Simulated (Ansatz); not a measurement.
**Molecular dynamics of Li**

input.yaml

```yaml
accuracy: low
crystal:
  lattice:
    - [7.312873, 0.0, 0.0]
    - [0.0, 7.312873, 0.0]
    - [0.0, 0.0, 7.312873]
  atoms:
    - { symbol: Li, position: [0.06532986, 0.0153412, 0.02163504] }
    - { symbol: Li, position: [0.67290395, -0.01486289, 0.04215418] }
    - { symbol: Li, position: [-0.02621021, 0.49332933, -0.20359738] }
    - { symbol: Li, position: [0.03826694, 0.06468967, 0.37814188] }
    - { symbol: Li, position: [0.30998034, 0.21242449, 0.12904653] }
    - { symbol: Li, position: [0.50581557, 0.45451986, -0.08805829] }
    - { symbol: Li, position: [0.48605627, -0.08546462, 0.32784005] }
    - { symbol: Li, position: [0.90571096, 0.32538396, 0.04283541] }
    - { symbol: Li, position: [0.15542517, 0.45301081, 0.40640252] }
    - { symbol: Li, position: [0.14371285, 0.70855483, 0.32713167] }
    - { symbol: Li, position: [0.2998238, 0.09589501, 0.6911905] }
    - { symbol: Li, position: [0.62585576, 0.31591707, 0.34817628] }
    - { symbol: Li, position: [0.84442236, 0.72244654, 0.17821526] }
    - { symbol: Li, position: [0.74927344, 0.21976095, 0.68450973] }
    - { symbol: Li, position: [0.17414441, 0.78071032, 0.71575438] }
    - { symbol: Li, position: [0.53980315, 0.71557429, 0.5951302] }
basis:
  ecutwfc: 420.0
kpoints:
  mp_grid: { grid: [2, 2, 2] }
hamiltonian:
  xc: pbe
scf:
  occupations: { method: fermi_dirac, width: 0.16 }
  lower_state_search: "off"
md:
  timestep: 1
  n_steps: 270
  ensemble: npt_langevin
  temperature: 1260.0
  initial_velocities: maxwell_boltzmann
  seed: 624614
  friction: 0.01
  pressure: 0.0
  fix_cell: [angles]
```

Run as:

```bash
$ ansatz run input.yaml --threads 1 --pin off --max-ram 3072MiB --backend cpu --events-out ev --progress --plain --runs-dir out
```

It goes on from the last frame of an earlier run, with new velocities.

Output, in part (step lines):

```
md step     0: t =     0.00 fs  T =  1181.3 K  F+E_penalty+E_count = -3270.74242239 eV  E_kin = 2.443014 eV  conserved = -3268.94750296 eV  P_inst = 0.7588 GPa  V = 391.0786 Å³  selection 1  (7 SCF iters)
md step     1: t =     1.00 fs  T =  1317.7 K  F+E_penalty+E_count = -3270.74033044 eV  E_kin = 2.725213 eV  conserved = -3268.94761076 eV  P_inst = 0.8380 GPa  V = 391.0875 Å³  selection 1  (6 SCF iters)
md step     2: t =     2.00 fs  T =  1309.7 K  F+E_penalty+E_count = -3270.74722914 eV  E_kin = 2.708613 eV  conserved = -3268.94758190 eV  P_inst = 0.8343 GPa  V = 391.0875 Å³  selection 1  (6 SCF iters)
md step     3: t =     3.00 fs  T =  1340.0 K  F+E_penalty+E_count = -3270.75684129 eV  E_kin = 2.771292 eV  conserved = -3268.94766328 eV  P_inst = 0.8520 GPa  V = 391.0530 Å³  selection 1  (6 SCF iters)
md step     4: t =     4.00 fs  T =  1336.0 K  F+E_penalty+E_count = -3270.77376195 eV  E_kin = 2.763035 eV  conserved = -3268.94781724 eV  P_inst = 0.8466 GPa  V = 391.0601 Å³  selection 1  (6 SCF iters)
md step     5: t =     5.00 fs  T =  1291.6 K  F+E_penalty+E_count = -3270.79586729 eV  E_kin = 2.671207 eV  conserved = -3268.94780960 eV  P_inst = 0.8139 GPa  V = 391.1613 Å³  selection 1  (4 SCF iters)
md step     6: t =     6.00 fs  T =  1301.9 K  F+E_penalty+E_count = -3270.82555817 eV  E_kin = 2.692519 eV  conserved = -3268.94781511 eV  P_inst = 0.8067 GPa  V = 391.3235 Å³  selection 1  (4 SCF iters)
md step     7: t =     7.00 fs  T =  1292.4 K  F+E_penalty+E_count = -3270.86262865 eV  E_kin = 2.672835 eV  conserved = -3268.94783217 eV  P_inst = 0.7836 GPa  V = 391.4625 Å³  selection 1  (5 SCF iters)
[... lines left out ...]
```

The steps, from the saved trajectory:

| time (fs) | T (K) | potential energy less start (eV) | conserved less start (meV/atom) | P (GPa) | volume (Å³) |
| --- | --- | --- | --- | --- | --- |
| 0.0 | 1181 | 0.000 | 0.00 | 0.8 | 391.1 |
| 9.0 | 1467 | -0.197 | -0.03 | 0.8 | 391.7 |
| 18.0 | 1423 | -0.524 | -0.02 | 0.6 | 395.7 |
| 27.0 | 1724 | -1.032 | -0.07 | 0.5 | 400.2 |
| 36.0 | 1733 | -1.191 | -0.05 | 0.3 | 404.8 |
| 45.0 | 1519 | -0.851 | -0.01 | 0.3 | 408.4 |
| 54.0 | 1346 | -0.621 | -0.05 | 0.4 | 411.2 |
| 63.0 | 1077 | -0.144 | -0.01 | 0.4 | 414.1 |
| 72.0 | 1011 | -0.038 | -0.01 | 0.4 | 415.0 |
| 81.0 | 1075 | -0.222 | -0.05 | 0.4 | 412.5 |
| 90.0 | 1100 | -0.310 | 0.00 | 0.4 | 407.8 |
| 99.0 | 1133 | -0.545 | -0.02 | 0.4 | 402.9 |
| 108.0 | 1184 | -0.740 | -0.05 | 0.3 | 400.5 |
| 117.0 | 1090 | -0.415 | -0.04 | 0.3 | 401.4 |
| 126.0 | 835 | -0.174 | 0.01 | 0.3 | 403.1 |
| 135.0 | 1182 | -0.497 | -0.04 | 0.3 | 406.5 |
| 144.0 | 1498 | -0.785 | -0.02 | 0.2 | 409.4 |
| 153.0 | 1802 | -1.052 | -0.02 | 0.1 | 409.9 |
| 162.0 | 1755 | -1.158 | -0.02 | 0.0 | 410.8 |
| 171.0 | 1869 | -1.039 | -0.02 | 0.1 | 411.3 |
| 180.0 | 1973 | -0.865 | 0.00 | 0.2 | 414.5 |
| 189.0 | 1642 | -0.898 | -0.01 | -0.1 | 421.1 |
| 198.0 | 1720 | -0.958 | -0.02 | -0.3 | 428.3 |
| 207.0 | 1769 | -0.939 | -0.03 | -0.5 | 437.1 |
| 216.0 | 1590 | -0.765 | -0.02 | -0.6 | 444.5 |
| 225.0 | 1350 | -0.538 | -0.01 | -0.7 | 450.5 |
| 234.0 | 1184 | -0.433 | 0.00 | -0.7 | 452.1 |
| 243.0 | 1060 | -0.360 | -0.01 | -0.7 | 453.2 |
| 252.0 | 765 | -0.338 | 0.01 | -0.7 | 449.8 |
| 261.0 | 1043 | -0.600 | -0.01 | -0.6 | 447.0 |
| 270.0 | 1394 | -0.849 | -0.01 | -0.5 | 446.2 |

All steps were run. The conserved energy stayed within 0.07 meV per atom of its start (net change -0.011 meV per atom), so the integration is sound. The mean temperature of the second half is 17 % above the set value. A run of 0.27 ps of so small a system gives no equilibrium averages. Limits of this set-up: coarse k mesh, low accuracy level. The cell's volume went from 391 to 446 Å³.

Mean squared displacements from the first frame to the last, about the centre of mass, the cell's change included: Li 4.77 Å².

Last frame:

```xyz
16
Lattice="7.4623 0.0000 0.0000 0.0000 8.5868 0.0000 0.0000 0.0000 6.9629" Properties=species:S:1:pos:R:3
Li -0.535 0.582 -3.189
Li 4.192 -0.337 -1.214
Li -0.148 4.222 -0.213
Li -1.155 0.094 0.887
Li 2.551 3.101 1.362
Li 3.814 5.276 1.508
Li 3.779 -0.263 2.264
Li 4.952 2.342 -0.132
Li 1.177 3.960 3.887
Li 1.998 6.748 3.276
Li 2.382 1.560 4.654
Li 3.363 5.133 5.752
Li 5.977 5.871 3.669
Li 4.418 2.978 3.475
Li 1.876 8.054 7.231
Li 5.458 6.298 6.980
```

Time of the run: 19 min on 1 thread of Intel(R) Xeon(R) Platinum 8488C (Sapphire Rapids), on a shared host, peak memory 0.69 GiB.
